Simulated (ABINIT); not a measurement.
# GaSb in ABINIT: the effect of functional

GaSb:

```
Sb Ga
1.0
    -2.75343    2.75343    1.59071
     2.75343   -2.75343    1.59071
     2.75343    2.75343   -1.59071
Sb Ga
1 1
Cartesian
  0.0000 0.0000 0.0000
  0.0000 2.7534 0.7954
```

Measurements of this composition are mostly on another form, of space group No. 216.

Alike in all runs:

- Program: ABINIT 10.8.3 (patched build)
- Task: band structure
- Potentials or basis: JTH PAW PBE v2.0
- Cutoff: 544 eV
- k mesh: 10 × 10 × 10
- Occupations: fermi-dirac, width 0.05 eV
- Spin: no spin polarisation

```tsv
functional	pressure (GPa)
LDA	?
PBEsol	-2.9
BLYP	5.0
AM05	-3.1
r2SCAN	-1.5
```

Q: What does the run with functional LDA give?

A: Pressure -4.3 GPa.

Caveats: the PAW data sets were made with another functional, which shifts forces and pressure a little.
